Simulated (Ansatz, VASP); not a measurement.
## AlN in VASP and in Ansatz

```
Al N
1.0
     3.23096    0.00000    0.00000
    -1.61548    2.69048    0.00000
     0.00000    0.00000    4.97859
Al N
2 2
Direct
  0.33238 0.66477 0.99520
  0.66762 0.33523 0.49520
  0.32972 0.65944 0.37980
  0.67028 0.34056 0.87980
```

Change from the starting cell: uniaxial_x strain +4.0%.

Alike in both runs: task single point; functional PBE; k mesh 12 × 12 × 6; occupations fermi-dirac, width 0.02 eV; no spin polarisation.

|  | VASP | Ansatz |
| --- | --- | --- |
| version | VASP 6.6.1 | Ansatz 0.2.0 |
| potentials or method | VASP PAW PBE potentials, release 64 (Al, N) | plane waves, PAW |
| plane-wave cutoff (eV) | 520 | 420 |
| valence electrons in the cell | 16 | 16 |

```csv
,VASP,Ansatz,Ansatz less VASP
gap on the k mesh at the Fermi level (eV),3.79,3.79,-0.008
pressure (GPa),-3.6,-3.3,+0.26
largest component of the traceless stress (GPa),6.48,6.41,-0.072
rms of the force components (eV/Å),0.018,0.018,0.0000
```

Atom by atom the forces differ by 0.000 eV/Å (rms over components). With one functional, cell and mesh, what is left measures potentials, basis and numerics.

A k mesh can miss the band edges.
